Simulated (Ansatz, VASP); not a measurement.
GaAs: VASP beside Ansatz

```
Ga As
1.0
     0.00000    2.87269    2.87269
     2.87269    0.00000    2.87269
     2.87269    2.87269    0.00000
Ga As
1 1
Direct
  0.00000 0.00000 0.00000
  0.25000 0.25000 0.25000
```

Alike in both runs: task single point; functional PBE; k mesh 12 × 12 × 12; occupations gaussian, width 0.02 eV; non-collinear spin, spin-orbit coupling.

```csv
,VASP,Ansatz
version,VASP 6.6.1,Ansatz 0.2.0
potentials or method,"VASP PAW PBE potentials, release 64 (Ga_d, As)","plane waves, PAW"
plane-wave cutoff (eV),520,420
valence electrons in the cell,18,28
```

```csv
,VASP,Ansatz,Ansatz less VASP
gap on the k mesh at the Fermi level (eV),0.06,0.05,-0.003
least direct gap on the mesh (eV),0.06,0.05,-0.003
net moment per atom (μB),0.00,0.00,0.000
```

The two sets of potentials don't hold the same shells in valence.
